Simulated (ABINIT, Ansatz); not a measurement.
**Cost and result for the band gap of La2O3**

```
CELL_PARAMETERS angstrom
3.93078 0.00000 0.00000
-1.96539 3.40415 0.00000
0.00000 0.00000 6.11195
ATOMIC_POSITIONS crystal
La 0.33333 0.66667 0.24624
La 0.66667 0.33333 0.75376
O 0.00000 0.00000 0.00000
O 0.33333 0.66667 0.64589
O 0.66667 0.33333 0.35411
```

The cell is a database's computed one, not the measured one.

```csv
rung,level,program and potentials,cutoff (eV),k mesh,task,spin,core time,chip,band gap (eV),notes
GGA,PBE,"Ansatz, all-electron LAPW, scalar-relativistic",-,8 × 8 × 5,projected density of states,off,51 s,AMD EPYC 7R13 Zen 3,3.84,from the band path
GGA,PBE,"Ansatz, all-electron LAPW, relativistic spinors",-,6 × 6 × 4,band structure,"SOC, no magnetisation",4.4 min,AMD EPYC 7R13 Zen 3,3.83,-
GGA,PBE,"ABINIT, JTH PAW PBE v2.0",626,8 × 8 × 5,band structure,off,12 min,AMD EPYC 7R43 Zen 3,3.85,from the band path
LDA,LDA,"ABINIT, JTH PAW LDA v2.0",626,8 × 8 × 5,band structure,off,13 min,AMD EPYC 7R43 Zen 3,3.73,from the band path
```

Times are single runs on shared hosts and different chips, so they are rough; meshes, cutoffs and the tasks' sizes weigh on the time. Gaps are the least found on the k mesh or the band path, and a mesh can miss the band edges. Meshes differ between rows, which moves values too. All levels ran on this one cell, unrelaxed unless noted. Meshes are those of the run's cell of 5 atoms unless a note names another. Runs on faulty files, with rough fits or with known faults for this quantity aren't shown.

By rung: LDA 3.73; GGA 3.84 to 3.85; GGA with SOC 3.83 (eV).

All the calculations make La2O3 a wide-gap insulator, as expected for an ionic oxide of La³⁺ with an empty 4f shell. The gap separates mainly O 2p valence states from empty La-derived states, chiefly 5d near the conduction-band edge. The scalar-relativistic PBE values of 3.84 and 3.85 eV show that the all-electron and PAW descriptions agree closely. LDA gives a smaller gap, 3.73 eV, on the same cell, so lattice relaxation can't be the cause; gradient corrections probably shift the oxygen and lanthanum states slightly differently.

The spinor result, 3.83 eV, suggests little net effect of spin-orbit coupling on the gap, plausible for a valence edge dominated by light oxygen, though the change can't be separated from that of sampling. All the gaps lie well below the experimental one, most likely because semilocal Kohn–Sham gaps lack the derivative discontinuity. The close agreement between the programs therefore supports the numerical consistency of the PBE gap, not its accuracy as a quasiparticle gap.
